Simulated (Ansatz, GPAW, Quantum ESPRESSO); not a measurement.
# SiC: valence-band photoemission, part 6 of 8

Aim: the valence spectrum of SiC from He I to hard X-rays, and which orbitals make each feature.

Ansatz 0.2.0, Quantum ESPRESSO 7.5 and GPAW 26.7.0; DFT, PBEsol, plane-wave PAW, default files, scalar-relativistic (the session's first sound run).

So far. Step 5 (Quantum ESPRESSO: self-consistent run): At this level the gap is 1.24 eV on the k-mesh of the self-consistent run, which can miss the band edges. Step 8 (Quantum ESPRESSO: bands): On this path the gap is indirect, 1.25 eV, with the valence top at Γ and the conduction bottom at X. The least direct gap is 4.46 eV.

**9. The same cell in GPAW**

This step: DFT, PBEsol, PAW datasets of GPAW, plane waves, scalar-relativistic (GPAW 26.7.0).

GPAW, with its own PAW datasets and plane waves, is a further check on the main run's cell.

Input file run.py:

```python
import json
import numpy as np
from ase import Atoms
from ase.parallel import paropen
from gpaw import GPAW, PW, FermiDirac, Mixer, MixerDif, setup_paths

setup_paths.insert(0, '.')
atoms = Atoms(['Si', 'C'],
              cell=[[0.0, 2.179, 2.179], [2.179, 0.0, 2.179], [2.179, 2.179, 0.0]],
              scaled_positions=[[0.0, 0.0, 0.0], [0.75, 0.75, 0.75]],
              pbc=(True, True, True))
params = dict(mode=PW(500),
              xc='PBEsol',
              kpts={'size': (16, 16, 16), 'gamma': True},
              occupations=FermiDirac(0.05),
              nbands=-8,
              maxiter=200,
              txt='gs.txt')
atoms.calc = calc = GPAW(**params)
atoms.get_potential_energy()
ef = calc.get_fermi_level()
nk, ns = len(calc.get_ibz_k_points()), calc.get_number_of_spins()
out = dict(free=atoms.get_potential_energy(force_consistent=True), ef=ef, nel=calc.get_number_of_electrons(), cell=atoms.cell[:], frac=atoms.get_scaled_positions(wrap=False),
           eig=[[calc.get_eigenvalues(k, s) for k in range(nk)] for s in range(ns)], forces=atoms.get_forces(apply_constraint=False))
dense = calc.fixed_density(kpts={'size': (22, 22, 22), 'gamma': True}, txt='dos.txt')
out['eig_dense'] = [[dense.get_eigenvalues(k, s) for k in range(len(dense.get_ibz_k_points()))] for s in range(ns)]
dos = dense.dos(shift_fermi_level=False)
e = ef + np.arange(-28, 12, 0.05)
out['e'], out['dos'] = e - ef, dos.raw_dos(e, width=0.1)
kpts = [[0.0, 0.0, 0.0], [-0.033333, -0.033333, 0.0], [-0.066667, -0.066667, 0.0], [-0.1, -0.1, 0.0], ..., [-0.5, -0.5, 0.0]]  # list cut here
bands = calc.fixed_density(kpts=kpts, symmetry='off', txt='bands.txt', convergence={'bands': -2})
out['band_e'] = [[bands.get_eigenvalues(k, s) for k in range(len(kpts))] for s in range(ns)]
with paropen('out.json', 'w') as f:
    json.dump(out, f, default=lambda a: a.tolist())
```

Run with:

```console
gpaw-setup -f PBEsol Si > setup.log
gpaw-setup -f PBEsol C > setup.log
OMP_NUM_THREADS=1 mpirun -n 2 gpaw python run.py > run.log
```

The program printed:

```text
__  _  _
 | _ |_)|_||  |
 |__||  | ||/\| - 26.7.0

units:  Angstrom and eV
cores:  2
OpenMP: True

Versions:

Paths:

Git-hashes:

OMP_NUM_THREADS: 1

Environment variables:
  GPAW_CPUPY:          False
  GPAW_DEBUG:          False
  GPAW_MPI_BACKEND:    cgpaw
  GPAW_MPI_OPTIONS:    None
  GPAW_NO_C_EXTENSION: False
  GPAW_NO_GPU_MPI:     False
  GPAW_TRACE:          False
  GPAW_USE_GPUS:       False

Input parameters:
  mode=PW(ecut=500.0),
  kpts=MonkhorstPack(size=(16, 16, 16), gamma=True),
  maxiter=200,
  nbands=-8,
  occupations=Occupations(name='fermi-dirac', width=0.05, fixmagmom=False),
  xc=XC(name='PBEsol')

Diagonalizing LCAO Hamiltonian
Converting LCAO to pw mode

                 C

       Si

Atoms  # Å, Bohr magnetons
|   | symbol |        x |        y |        z |    initial magnetic moments |
|---|--------|----------|----------|----------|-----------------------------|
| 0 |     Si | 0.000000 | 0.000000 | 0.000000 | ( 0.0000,  0.0000,  0.0000) |
| 1 |      C | 3.268500 | 3.268500 | 3.268500 | ( 0.0000,  0.0000,  0.0000) |

Unit cell  # Å
| periodic |        x |        y |        z |  lengths |    angles |
|----------|----------|----------|----------|----------|-----------|
|      yes | 0.000000 | 2.179000 | 2.179000 | 3.081571 | 60.000000 |
|      yes | 2.179000 | 0.000000 | 2.179000 | 3.081571 | 60.000000 |
|      yes | 2.179000 | 2.179000 | 0.000000 | 3.081571 | 60.000000 |

Number of symmetries: 24
Symmetry operations  # r_c * U_cc + t_c -> r_c
|    | kind |            matrix            |
|----|------|------------------------------|
|  0 |  E   |  1, 0, 0,  0, 1, 0,  0, 0, 1 |
|  1 |  σ   |  1, 0, 0,  0, 0, 1,  0, 1, 0 |
|  2 |  σ   |  1, 0,-1,  0, 1,-1,  0, 0,-1 |
|  3 |  C3  |  1, 0,-1,  0, 0,-1,  0, 1,-1 |
|  4 |  C3  |  1,-1, 0,  0,-1, 1,  0,-1, 0 |
|  5 |  σ   |  1,-1, 0,  0,-1, 0,  0,-1, 1 |
|  6 |  σ   |  0, 1, 0,  1, 0, 0,  0, 0, 1 |
|  7 |  C3  |  0, 1, 0,  0, 0, 1,  1, 0, 0 |
|  8 |  C2  |  0, 1,-1,  1, 0,-1,  0, 0,-1 |
|  9 |  S4  |  0, 1,-1,  0, 0,-1,  1, 0,-1 |
| 10 |  C3  |  0, 0, 1,  1, 0, 0,  0, 1, 0 |
| 11 |  σ   |  0, 0, 1,  0, 1, 0,  1, 0, 0 |
| 12 |  S4  |  0, 0,-1,  1, 0,-1,  0, 1,-1 |
| 13 |  C3  |  0, 0,-1,  0, 1,-1,  1, 0,-1 |
| 14 |  S4  |  0,-1, 1,  1,-1, 0,  0,-1, 0 |
| 15 |  C2  |  0,-1, 1,  0,-1, 0,  1,-1, 0 |
| 16 |  C3  |  0,-1, 0,  1,-1, 0,  0,-1, 1 |
| 17 |  S4  |  0,-1, 0,  0,-1, 1,  1,-1, 0 |
| 18 |  S4  | -1, 1, 0, -1, 0, 1, -1, 0, 0 |
| 19 |  C3  | -1, 1, 0, -1, 0, 0, -1, 0, 1 |
| 20 |  C3  | -1, 0, 1, -1, 1, 0, -1, 0, 0 |
| 21 |  S4  | -1, 0, 1, -1, 0, 0, -1, 1, 0 |
| 22 |  σ   | -1, 0, 0, -1, 1, 0, -1, 0, 1 |
| 23 |  C2  | -1, 0, 0, -1, 0, 1, -1, 1, 0 |

BZ-sampling:
  Number of BZ points: 4096
  Number of IBZ points: 145

  Monkhorst-Pack size: [16, 16, 16]
  Monkhorst-Pack shift: [0.03125, 0.03125, 0.03125]

K-points  # in reciprocal-cell coordinates
|     |                                coordinates |     weight |
|-----|--------------------------------------------|------------|
|   0 | (  0.00000000,   0.00000000,   0.00000000) | 0.00024414 |
|   1 | (  0.06250000,   0.06250000,   0.00000000) | 0.00146484 |
|   2 | (  0.06250000,   0.06250000,   0.06250000) | 0.00195312 |
|   3 | (  0.12500000,   0.06250000,   0.06250000) | 0.00292969 |
|   4 | (  0.12500000,   0.12500000,   0.00000000) | 0.00146484 |
|   5 | (  0.12500000,   0.12500000,   0.06250000) | 0.00585938 |
|   6 | (  0.12500000,   0.12500000,   0.12500000) | 0.00195312 |
|   7 | (  0.18750000,   0.12500000,   0.06250000) | 0.00585938 |
|   8 | (  0.18750000,   0.12500000,   0.12500000) | 0.00585938 |
|   9 | (  0.18750000,   0.18750000,   0.00000000) | 0.00146484 |
| ... |                                            |            |
| 144 | (  0.50000000,   0.50000000,   0.50000000) | 0.00097656 |

Plane wave coefficients: 544
Cutoff: 500.0 eV

Spin-components: 1 (collinear spins)
Bands:           12
Projectors:      10
Spin-degeneracy: 2
Datatype:        complex128

  Storage: CPU
  Wave functions: 14_783_040 bytes (7_391_520 per core)
  Projectors: 25_870_320 bytes (12_935_160 per core)

Parallelization:
  kpt:    2
  domain: 1
  band:   1

Density:
  Valence electrons: 8.0
  Components: 1
  Grid points: [16 16 16]
  Charge: 0.0  # |e|

Potential:
  Grid points: [16 16 16]

species:
  Si:
    name:    Silicon
    Z:       14.0
    valence: 4
    core:    10
    charge:  0.0  # [|e|]
    compensation charges:
      type: gauss
      rc: 0.33  # [Å]
      lmax: 2
    cutoffs:
      filter: 1.86  # [Å]
      core: 2.06  # [Å]
    projectors
    | kind |    occ | energy [eV] | rcut [Å] |
    |------|--------|-------------|----------|
    |   3s |  2.000 |     -10.768 |    1.058 |
    |   3p |  2.000 |      -4.057 |    1.058 |
    |    s |        |      16.444 |    1.058 |
    |    p |        |      23.155 |    1.058 |
    |    d |        |       0.000 |    1.058 |

    Using partial waves for Si as LCAO basis

  C:
    name:    Carbon
    Z:       6.0
    valence: 4
    core:    2
    charge:  0.0  # [|e|]
    compensation charges:
      type: gauss
      rc: 0.20  # [Å]
      lmax: 2
    cutoffs:
      filter: 1.14  # [Å]
      core: 1.14  # [Å]
    projectors
    | kind |    occ | energy [eV] | rcut [Å] |
    |------|--------|-------------|----------|
    |   2s |  2.000 |     -13.648 |    0.635 |
    |   2p |  2.000 |      -5.232 |    0.635 |
    |    s |        |      13.563 |    0.635 |
    |    p |        |      21.979 |    0.635 |
    |    d |        |       0.000 |    0.635 |

    Using partial waves for C as LCAO basis

Reference energy: -8894.658675  # eV

eigensolver:
  PPCG
  Converge bands: occupied
  niter=2

density mixing:
  MSR1-Mixer
  Pratt-step length: 0.05
  Maximum mixing coefficient: 0.75
  Old densities: 10
  SVD Regularization: 0.005
  Good broyden scale: 1.0
  Trust region scale: 1.0
  Backstep threshold: 4.0
  History deletion threshold: 6.0
  Fourier metric: weight=20.0, sigma=0.015

occupation numbers:
  Fermi-Dirac:
    width: 0.0500  # eV

poisson solver:
  ecut: 4000.0  # eV

xc functional:
  name: PBEsol with 2 nearest neighbor stencil

Initialization done in: 1.619 s

convergence criteria:
- Maximum [total energy] change in last 3 cyles: 0.0005 eV / valence electron
- Maximum integral of absolute [dens]ity change: 0.0001 electrons / valence electron
- Maximum integral of absolute [eigenst]ate change: 4e-08 eV^2 / valence electron
maximum number of iterations: 200

SCF iterations
|iter     |     time |      energy | eigst |  dens |
|---------|----------|-------------|-------|-------|
|iter:   1|       0s |  -17.466799 | -0.17 |       |
|iter:   2|       1s |  -17.099888 | -2.62 | -0.57 |
|iter:   3|       2s |  -15.848848 | -1.22 | -0.62 |
|iter:   4|       3s |  -15.847858 | -3.09 | -1.34 |
|iter:   5|       4s |  -15.849501c| -3.70 | -1.72 |
|iter:   6|       5s |  -15.849560c| -5.79 | -2.68 |
|iter:   7|       5s |  -15.849563c| -6.97 | -3.34 |
|iter:   8|       6s |  -15.849564c| -7.55c| -4.20c|

Converged in 8 steps
SCF loop duration: 6.373 s (0.797 s/step)
Energy contributions relative to reference atoms: (reference = -8894.658675)

Energy contributions:
  Kinetic:          16.486890
  Coulomb:         -13.961256
  Zero:             -0.024378
  External:          0.000000
  Xc:              -18.350820
  Entropy:          -0.000000
  Spinorbit:         0.000000
  ----------------------------
  Free energy:     -15.849564
  Extrapolated:    -15.849564

dipole moment: (-8.022575, -8.022575, -8.022575)  # |e|*Ang

Fermi level: 8.852
Eigenvalues  # (at kpt = [0.000, 0.000, 0.000])
| band index |      eig [eV] | occ [0-2] |
|------------|---------------|-----------|
|          0 |        -7.244 |     2.000 |
|          1 |         8.187 |     2.000 |
|          2 |         8.187 |     2.000 |
|          3 |         8.187 |     2.000 |
|          4 |        14.411 |     0.000 |
|          5 |        15.427 |     0.000 |
|          6 |        15.427 |     0.000 |
|          7 |        15.427 |     0.000 |
|          8 |        22.649 |     0.000 |
|          9 |        22.649 |     0.000 |
|         10 |        24.453 |     0.000 |
|         11 |        25.384 |     0.000 |

Gap: 1.238 eV
Transition (v -> c):
  (s=0, k=0, n=3, [0.00, 0.00, 0.00]) -> (s=0, k=136, n=4, [0.50, 0.50, 0.00])
Direct/indirect transitions are different
Direct gap: 4.451 eV
Transition at: (s=0, k=136, n=3, [0.50, 0.50, 0.00])

Forces  # eV/Ang
|        x |        y |       z |
|----------|----------|---------|
| -0.00000 | -0.00000 | 0.00000 |  # Si   0
|  0.00000 |  0.00000 | 0.00000 |  # C    1

Force computation time: 0.062  # s

timing:  # [seconds]
  Total:  24.449  # ━━━━━━━━━━━━━━━━━━━━━━━━━━━━━━━━━━━━━━━━━━━━━━━━━━━━━━━━━
  Init:    1.174  # ━━╸
  SCF:     6.373  # ━━━━━━━━━━━━━━━
  Forces:  0.062  #

Max RSS: 235.133  # MiB
```

The job ended after 26 s (2 MPI ranks of Arm Neoverse V1, shared host; 52 s of CPU time).

This step gave:

```yaml
free_energy: -15.85 eV
fermi_energy: 8.852 eV
gap_on_the_path: 1.238 eV
least_direct_gap_on_the_path: 4.451 eV
valence_top_on_path: 0 eV
gap_from_the_dos_mesh: 1.238 eV
```

Electronic bands along the path, in eV, zero at the valence-band maximum; v1 is the highest filled band, c1 the lowest empty one:

```tsv
point	v4	v3	v2	v1	c1	c2
Γ	-15.43	0.00	0.00	0.00	6.22	7.24
0.53 of the way	-13.61	-3.68	-2.10	-2.10	3.65	5.98
X	-10.36	-7.84	-3.21	-3.21	1.24	4.19
0.53 of the way	-10.30	-7.66	-4.38	-3.04	2.06	5.32
U	-10.36	-7.30	-5.62	-2.62	3.00	7.68
jump to K	-10.36	-7.30	-5.62	-2.62	3.00	7.68
0.47 of the way	-13.41	-4.82	-3.26	-0.65	6.48	7.95
Γ	-15.43	0.00	0.00	0.00	6.22	7.24
0.53 of the way	-14.07	-4.71	-0.66	-0.66	5.86	7.80
L	-11.82	-8.61	-1.06	-1.06	5.38	7.14
0.53 of the way	-11.09	-7.80	-3.96	-2.45	5.11	7.31
W	-10.12	-7.04	-5.06	-4.75	5.12	9.38
0.47 of the way	-10.24	-7.48	-4.21	-4.17	3.15	6.10
X	-10.36	-7.84	-3.21	-3.21	1.24	4.19
```

The electronic bands as a text plot (rows in eV, shown from -8.0 to 4.2 only):

```
    3.9 |            +     +
    3.4 |      +          +
    2.9 |       +        +                                   +
    2.4 |        +      +                                     +
    1.9 |         +    +                                       +
    1.4 |          ++++                                         +
    0.9 |
    0.4 |
   -0.1 |**                      **********
   -0.6 |  **                   *   **  *  ****
   -1.1 |   **                **   **    *     *****
   -1.6 |    **             **    *                ***
   -2.2 |      **         **     * *      *         *
   -2.7 |        **      *        *                   **
   -3.2 |     *    ******       *          *         *          *
   -3.7 |      *      *        * *          *           *     **
   -4.2 |       *      *      *                       ** *   *
   -4.7 |               *    *  *                         ***
   -5.2 |        *          *  *                        ****
   -5.7 |         *      ***  *              *
   -6.2 |                    *                *
   -6.7 |                   *
   -7.2 |          *     ***                            ******
   -7.7 |           *****                      *      **      ***
         Γ           X  U|K            Γ         L        W     X
```

The DOS has structure finer than the step of the table below, so its rows give means over 0.5 eV, whole bins alone (the curve runs from -16.5 to 7.96 eV). Peaks (eV: height): -7.14: 1.18, -5.04: 0.848, -4.34: 0.855, -2.74: 1.26, 5.06: 1.28, 5.56: 1.04, 7.46: 1.69.

The DOS by E, zero at the valence-band maximum; means over each step:

```tsv
E (eV)	DOS (states/eV/cell)
-16.0	0
-15.5	0.0217
-15.0	0.123
-14.5	0.189
-14.0	0.236
-13.5	0.289
-13.0	0.345
-12.5	0.408
-12.0	0.536
-11.5	0.622
-11.0	0.567
-10.5	0.584
-10.0	0.0806
-9.5	0
-9.0	1.8e-4
-8.5	0.0983
-8.0	0.296
-7.5	0.767
-7.0	0.906
-6.5	0.456
-6.0	0.332
-5.5	0.513
-5.0	0.671
-4.5	0.702
-4.0	0.752
-3.5	0.881
-3.0	1.09
-2.5	1.06
-2.0	1.03
-1.5	1.01
-1.0	0.834
-0.5	0.470
0.0	0.128
0.5	2.0e-5
1.0	0.00137
1.5	0.0428
2.0	0.0969
2.5	0.166
3.0	0.244
3.5	0.303
4.0	0.370
4.5	0.610
5.0	0.913
5.5	0.811
6.0	0.597
6.5	0.537
7.0	0.825
7.5	1.60
```

(Part 6 of 8 ends here.)

[Logs are printed without paths, hosts, clocks, repeated set-up lines and the standing remarks that a program may print on its own settings, such as how far it seeks lower states.]

[Hosts, paths, dates, database ids (printed as entryN), source tags and the programs' standing remarks are cut or masked in the printed files.]

[Maps of the electrostatic potential energy from Ansatz leave out the sawtooth potential of an applied field or a dipole correction, so their vacuum need not be flat; work functions include it.]

[Peak lists hold at most the 14 tallest peaks of each spectrum; further lines can be left out.]
